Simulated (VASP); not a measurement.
# SnO2 (Cassiterite): the relaxed cell at several levels of theory, part 2 of 2

Aim: relax SnO2 (Cassiterite) at several levels of theory and compare the cells. The starting structure is a measured crystal structure from the Crystallography Open Database. The first relaxation on each setting starts from this cell expanded by 3 % in volume.

VASP 6.6.1.

Results so far: PBEsol 12.21 Å³ an atom; LDA 11.91 Å³ an atom; PBE 12.61 Å³ an atom.

### 5. Relaxation with PBEsol + D3(BJ)

Level of this step: PBEsol with D3(BJ); plane waves and PAW (Sn_d, O) (VASP).

D3 with Becke-Johnson damping keeps a finite attraction at short range. This run starts from the cell of an earlier relaxation, which isn't shown; the restart sets up the plane waves anew.

Input file INCAR:

```
SYSTEM = SnO2
PREC = Accurate
ENCUT = 520
EDIFF = 1E-06
NELM = 100
ISMEAR = 0
SIGMA = 0.03
LREAL = .FALSE.
ALGO = Normal
GGA = PS
IVDW = 12
NBANDS = 32
LORBIT = 11
LWAVE = .FALSE.
LCHARG = .FALSE.
KPAR = 8
IBRION = 2
NSW = 50
ISIF = 3
EDIFFG = -0.006
```

Input file POSCAR:

```
SnO2
1.0
    4.7479080489      0.0000000000      0.0000000000
    0.0000000000      4.7479080489      0.0000000000
    0.0000000000      0.0000000000      3.2076165178
Sn O
2 4
Direct
    0.5000000000      0.5000000000      0.5000000000
    0.0000000000      0.0000000000      0.0000000000
    0.8060194735      0.1939805265      0.5000000000
    0.6939805265      0.6939805265      0.0000000000
    0.1939805265      0.8060194735      0.5000000000
    0.3060194735      0.3060194735      0.0000000000
```

Input file KPOINTS:

```
Automatic mesh
0
Gamma
6 6 6
0 0 0
```

The projector-augmented-wave data sets are Sn_d and O (PBE family, release 64).

Started as:

```
mpirun -np 8 vasp_std
```

The program printed:

```text
[banner, memory and clock lines left out]
running    8 mpi-ranks, on    1 nodes
[...]
[... a notice as in an earlier step ...]

 [... a notice as in an earlier step ...]

 LDA part: xc-table for (Slater+PW92), standard interpolation
 POSCAR, INCAR and KPOINTS ok, starting setup
[...]
entering main loop
       N       E                     dE             d eps       ncg     rms          rms(c)
DAV:   1     0.620246488899E+03    0.62025E+03   -0.26298E+04  2872   0.252E+03
DAV:   2     0.485739593201E+02   -0.57167E+03   -0.54928E+03  2872   0.673E+02
DAV:   3    -0.406953708166E+02   -0.89269E+02   -0.87800E+02  3000   0.217E+02
DAV:   4    -0.450130674559E+02   -0.43177E+01   -0.43031E+01  3072   0.528E+01
[...]
DAV:  12    -0.396560841512E+02   -0.24446E-05   -0.14685E-05  3352   0.262E-02    0.132E-02
DAV:  13    -0.396560810136E+02    0.31377E-05   -0.12363E-05  3296   0.514E-02    0.221E-03
DAV:  14    -0.396560811566E+02   -0.14297E-06   -0.73272E-07  1896   0.875E-03
   1 F= -.40802969E+02 E0= -.40802969E+02  d E =-.408030E+02
[...]
reached required accuracy - stopping structural energy minimisation
```

Run time: 15 s. Hardware: 8 MPI ranks of Intel Xeon Platinum 8488C (Sapphire Rapids), shared host; peak memory 1.9 GiB.

Parts of OUTCAR (step 5):

```text
 Edisp (eV)   -1.14689

  Total      -0.00596    -0.00596     0.02028    -0.00000     0.00000     0.00000
  in kB      -0.13197    -0.13197     0.44925    -0.00000     0.00000     0.00000
  external pressure =        0.06 kB  Pullay stress =        0.00 kB

 POSITION                                       TOTAL-FORCE (eV/Angst)
 -----------------------------------------------------------------------------------
      2.37395      2.37395      1.60381         0.000000      0.000000     -0.000000
      0.00000      0.00000      0.00000         0.000000      0.000000     -0.000000
      3.82691      0.92100      1.60381         0.002406     -0.002406      0.000000
      3.29496      3.29496      0.00000        -0.002406     -0.002406      0.000000
      0.92100      3.82691      1.60381        -0.002406      0.002406     -0.000000
      1.45295      1.45295      0.00000         0.002406      0.002406     -0.000000
 -----------------------------------------------------------------------------------
    total drift:                                0.000000      0.000000      0.000000

  FREE ENERGIE OF THE ION-ELECTRON SYSTEM (eV)
  ---------------------------------------------------
  free  energy   TOTEN  =       -40.8029694353 eV

  energy  without entropy=      -40.8029694353  energy(sigma->0) =      -40.80296944

[... 2 parts as in an earlier step ...]

[... 2 further parts left out ...]
[key lines of the parts left out:]
E-fermi :   6.0246
```

With PBEsol + D3(BJ) the relaxed cell holds 12.051 Å³ an atom, +1.08 % against the measured cell, with a = 4.748 Å and c = 3.208 Å. That is -1.31 % from PBEsol.

### 6. Relaxation with r2SCAN

r2SCAN adds the kinetic-energy density, costs more than a GGA and is run with LASPH.

Edit INCAR of step 5 so:

```diff
@@ -9,4 +9,4 @@
 ALGO = Normal
-GGA = PS
-IVDW = 12
+METAGGA = R2SCAN
+LASPH = .TRUE.
 NBANDS = 32
```

Input file POSCAR:

```
SnO2
1.0
    4.7849139421      0.0000000000      0.0000000000
    0.0000000000      4.7849139421      0.0000000000
    0.0000000000      0.0000000000      3.2180515569
Sn O
2 4
Direct
    0.5000000000      0.5000000000      0.5000000000
    0.0000000000      0.0000000000      0.0000000000
    0.8071000000      0.1929000000      0.5000000000
    0.6929000000      0.6929000000      0.0000000000
    0.1929000000      0.8071000000      0.5000000000
    0.3071000000      0.3071000000      0.0000000000
```

KPOINTS is that of step 5.

Started as:

```
mpirun -np 8 vasp_std
```

The program printed:

```text
[banner, memory and clock lines left out]
running    8 mpi-ranks, on    1 nodes
[...]
[... a notice as in an earlier step ...]

 [... a notice as in an earlier step ...]

 LDA part: xc-table for (None), standard interpolation
 POSCAR, INCAR and KPOINTS ok, starting setup
[...]
entering main loop
       N       E                     dE             d eps       ncg     rms          rms(c)
DAV:   1     0.587056287336E+03    0.58706E+03   -0.26733E+04  2824   0.257E+03
DAV:   2    -0.663418311854E+01   -0.59369E+03   -0.57024E+03  2896   0.679E+02
DAV:   3    -0.989431405681E+02   -0.92309E+02   -0.91377E+02  2984   0.223E+02
DAV:   4    -0.103260198123E+03   -0.43171E+01   -0.43054E+01  3064   0.539E+01
[...]
DAV:  13    -0.846250247673E+02    0.42728E-04   -0.11739E-04  3272   0.945E-02    0.276E-02
DAV:  14    -0.846250144684E+02    0.10299E-04   -0.57787E-05  3176   0.596E-02    0.223E-03
DAV:  15    -0.846250154513E+02   -0.98286E-06   -0.38811E-06  2760   0.139E-02
   1 F= -.84625015E+02 E0= -.84625015E+02  d E =-.846250E+02
[... from here on, the cycles between the ionic steps are left out ...]
   2 F= -.84625213E+02 E0= -.84625213E+02  d E =-.197884E-03
   3 F= -.84631486E+02 E0= -.84631486E+02  d E =-.647077E-02
   4 F= -.84632600E+02 E0= -.84632600E+02  d E =-.111416E-02
   5 F= -.84632663E+02 E0= -.84632663E+02  d E =-.117629E-02
[...]
reached required accuracy - stopping structural energy minimisation
```

Run time: 2.4 min. Hardware: 8 MPI ranks; peak memory 2 GiB; 19 min of CPU time.

From OUTCAR (step 6):

```text
  Total        0.0006015      0.0006015     -0.0235923     -0.0000000      0.0000000      0.0000000
  in kB        0.0132233      0.0132233     -0.5186883     -0.0000000      0.0000000      0.0000000
  external PRESSURE =      -0.1640806 kB  Pullay stress =       0.0000000 kB

 POSITION                                       TOTAL-FORCE (eV/Angst)
 -----------------------------------------------------------------------------------
      2.38301      2.38301      1.60410        -0.000000      0.000000      0.000000
     -0.00000      0.00000      0.00000        -0.000000      0.000000      0.000000
      3.84079      0.92524      1.60410         0.000423     -0.000423      0.000000
      3.30825      3.30825      0.00000        -0.000423     -0.000423      0.000000
      0.92524      3.84079      1.60410        -0.000423      0.000423     -0.000000
      1.45778      1.45778      0.00000         0.000423      0.000423     -0.000000
 -----------------------------------------------------------------------------------
    total drift:                                0.000000      0.000000      0.000000

  FREE ENERGIE OF THE ION-ELECTRON SYSTEM (eV)
  ---------------------------------------------------
  free  energy   TOTEN  =       -84.6326625117 eV

  energy  without entropy=      -84.6326625117  energy(sigma->0) =      -84.63266251

[... 2 parts as in an earlier step ...]

[... 2 further parts left out ...]
[key lines of the parts left out:]
E-fermi :   5.6811
```

With r2SCAN the relaxed cell holds 12.146 Å³ an atom, +1.88 % against the measured cell, with a = 4.766 Å and c = 3.208 Å. That is -0.53 % from PBEsol.

### 7. Relaxation with r2SCAN + rVV10

rVV10 adds a nonlocal correlation energy for dispersion. This run starts from the cell of an earlier relaxation, which isn't shown; the restart sets up the plane waves anew.

Edit INCAR of step 6 so:

```diff
@@ -10,2 +10,6 @@
 METAGGA = R2SCAN
+LUSE_VDW = .TRUE.
+IVDW_NL = 2
+BPARAM = 11.95
+CPARAM = 0.0093
 LASPH = .TRUE.
```

Input file POSCAR:

```
SnO2
1.0
    4.7525727091      0.0000000000      0.0000000000
    0.0000000000      4.7525727091      0.0000000000
    0.0000000000      0.0000000000      3.2057639409
Sn O
2 4
Direct
    0.5000000000      0.5000000000      0.5000000000
    0.0000000000      0.0000000000      0.0000000000
    0.8057091304      0.1942908696      0.5000000000
    0.6942908696      0.6942908696      0.0000000000
    0.1942908696      0.8057091304      0.5000000000
    0.3057091304      0.3057091304      0.0000000000
```

KPOINTS is that of step 6.

Started as:

```
mpirun -np 8 vasp_std
```

The program printed:

```text
[banner, memory and clock lines left out]
running    8 mpi-ranks, on    1 nodes
[...]
[... a notice as in an earlier step ...]

|                                                                             |
|               ----> ADVICE to this user running VASP <----                  |
|                                                                             |
|     You have switched on vdW-DFT.                                           |
|     This routine was written and supplied by Jiri Klimes. We recommend      |
|     that you carefully read and cite the following publications:            |
|       J. Klimes, D.R. Bowler, A. Michelides                                 |
|          J. Phys.: Cond Matt. 22 022201 (2010)                              |
|       J. Klimes, D.R. Bowler, A. Michelides                                 |
|          Phys. Rev. B. 83, 195131 (2011)                                    |
|     and references therein.                                                 |
[...]
Total rVV10 correction in eV:      1.3454119    53.2863397
Total rVV10 correction in eV:      1.3454119    53.2863397
Total rVV10 correction in eV:      1.3454119    53.2863397
DAV:  15    -0.832811115934E+02   -0.90898E-06   -0.36974E-06  2728   0.138E-02
Total rVV10 correction in eV:      1.3453879    53.2863397
Total rVV10 correction in eV:      1.3453879    53.2863397
Total rVV10 correction in eV:      1.3453879    53.2863397
Total rVV10 correction in eV:      1.3453879    53.2863397
Total rVV10 correction in eV:      1.3453879    53.2863397
Total rVV10 correction in eV:      1.3453879    53.2863397
Total rVV10 correction in eV:      1.3453879    53.2863397
Total rVV10 correction in eV:      1.3453879    53.2863397
Total rVV10 correction in eV:      1.3454070    53.2863397
Total rVV10 correction in eV:      1.3454070    53.2863397
Total rVV10 correction in eV:      1.3454070    53.2863397
Total rVV10 correction in eV:      1.3454070    53.2863397
Total rVV10 correction in eV:      1.3454070    53.2863397
Total rVV10 correction in eV:      1.3454070    53.2863397
Total rVV10 correction in eV:      1.3454070    53.2863397
Total rVV10 correction in eV:      1.3454070    53.2863397
   1 F= -.83281112E+02 E0= -.83281112E+02  d E =-.832811E+02
[...]
reached required accuracy - stopping structural energy minimisation
```

Run time: 1.7 min. Hardware: 8 MPI ranks; peak memory 2.8 GiB; 13 min of CPU time.

Parts of OUTCAR (step 7):

```text
  Total       -0.0238953     -0.0238953     -0.0027573      0.0000000      0.0000000      0.0000000
  in kB       -0.5287302     -0.5287302     -0.0610105      0.0000000      0.0000000      0.0000000
  external PRESSURE =      -0.3728237 kB  Pullay stress =       0.0000000 kB

 POSITION                                       TOTAL-FORCE (eV/Angst)
 -----------------------------------------------------------------------------------
      2.37629      2.37629      1.60288         0.000000      0.000000      0.000000
      0.00000      0.00000      0.00000         0.000000      0.000000      0.000000
      3.82919      0.92338      1.60288         0.001453     -0.001453      0.000000
      3.29967      3.29967      0.00000        -0.001453     -0.001453      0.000000
      0.92338      3.82919      1.60288        -0.001453      0.001453     -0.000000
      1.45290      1.45290      0.00000         0.001453      0.001453     -0.000000
 -----------------------------------------------------------------------------------
    total drift:                                0.000000      0.000000      0.000000

  FREE ENERGIE OF THE ION-ELECTRON SYSTEM (eV)
  ---------------------------------------------------
  free  energy   TOTEN  =       -83.2811115934 eV

  energy  without entropy=      -83.2811115934  energy(sigma->0) =      -83.28111159

[... 2 parts as in an earlier step ...]

[... 2 further parts left out ...]
[key lines of the parts left out:]
E-fermi :   5.7111
```

With r2SCAN + rVV10 the relaxed cell holds 12.068 Å³ an atom, +1.22 % against the measured cell, with a = 4.753 Å and c = 3.206 Å. That is -1.17 % from PBEsol.

### 8. All runs side by side

| level | volume (Å³/atom) | against the measured cell (%) | a (Å) | c (Å) | pressure left (GPa) | core minutes |
| --- | --- | --- | --- | --- | --- | --- |
| PBEsol | 12.211 | 2.42 | 4.7729 | 3.2162 | 0.03 | 6.4 |
| LDA | 11.915 | -0.06 | 4.7293 | 3.1962 | 0.01 | 13.0 |
| PBE | 12.614 | 5.8 | 4.8309 | 3.2429 | 0.02 | 10.6 |
| PBEsol + D3(BJ) | 12.051 | 1.08 | 4.7479 | 3.2076 | 0.01 | 8.85 |
| r2SCAN | 12.146 | 1.88 | 4.766 | 3.2082 | -0.02 | 19.3 |
| r2SCAN + rVV10 | 12.068 | 1.22 | 4.7526 | 3.2058 | -0.04 | 63.0 |

Core minutes are wall time times ranks, summed over the relaxations behind a row (those for a bulk modulus apart), on shared hosts.

### 9. Outcome

```
volume, PBEsol          : 12.21 Å³/atom
volume, LDA             : 11.91 Å³/atom
volume, PBE             : 12.61 Å³/atom
volume, PBEsol + D3(BJ) : 12.05 Å³/atom
volume, r2SCAN          : 12.15 Å³/atom
volume, r2SCAN + rVV10  : 12.07 Å³/atom
```

**Reading.** Across 6 levels the volume of SnO2 (Cassiterite) spans 5.9 %, from 11.91 Å³ an atom (LDA) to 12.61 Å³ (PBE). Against the measured volume of the starting structure, LDA comes nearest (-0.1 %) and PBE lies farthest (+5.8 %). The measured cell holds zero-point expansion and, unless it was taken cold, thermal expansion, which the runs lack, so small differences decide nothing. Adding D3(BJ) to PBEsol changes the volume by -1.3 %. Adding rVV10 to r2SCAN changes the volume by -0.6 %. LASPH is on in some of these runs and off in others, which adds a little to the differences. All runs keep the symmetry of the start, so they can't find a distortion of lower symmetry. Further runs on this material are not shown.

[Lines on the potential files, build, host, timing and source positions are cut from VASP's logs without a mark.]

[Logs are printed without paths, hosts, clocks, repeated set-up lines and the standing remarks that a program may print on its own settings, such as how far it seeks lower states.]

[Hosts, paths, dates, database ids (printed as entryN), source tags and the programs' standing remarks are cut or masked in the printed files.]
